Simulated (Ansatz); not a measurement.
## Questions on the electronic state of CrO$_{2}$

We look at CrO$_{2}$: a test cell of our own (not relaxed), with 6 atoms per cell.

```
Cr O
1.0
     4.42000    0.00000    0.00000
     0.00000    4.42000    0.00000
     0.00000    0.00000    2.92000
Cr O
2 4
Cartesian
  0.0000 0.0000 0.0000
  2.2100 2.2100 1.4600
  1.2603 1.3146 0.0869
  -1.3393 -1.3393 0.0000
  3.5493 0.8707 1.4600
  0.8707 3.5493 1.4600
```

Site labels below count the atoms in this order, from 1.

The calculation used Ansatz, DFT, PBE+U, norm-conserving potentials, plane waves, scalar-relativistic.

| Item | Value |
| --- | --- |
| Hubbard term (Dudarev form) | U − J = 3 eV on Cr d |
| Plane-wave cutoff | 1279 eV |
| k-point mesh | spacing 0.4 per Å |
| Occupations | Fermi–Dirac smearing, 0.1 eV |

Site moments are integrals over atomic spheres and don't add up to the total.

A static U favours moments and orbital order; the result depends on U and need not be the measured state.

Orders that need a larger cell or non-collinear spins weren't tried. No run was started with opposed moments, and none ended so: such a state, which may lie lower, is missing here. No run without spin polarisation was made.

Q: Predict the lowest-energy solution among 3 converged runs.

A: Ferromagnetic with opposed moments on main-group atoms, site moments Cr1 1.84, Cr2 2.00 μB, total 4.00 μB per cell.
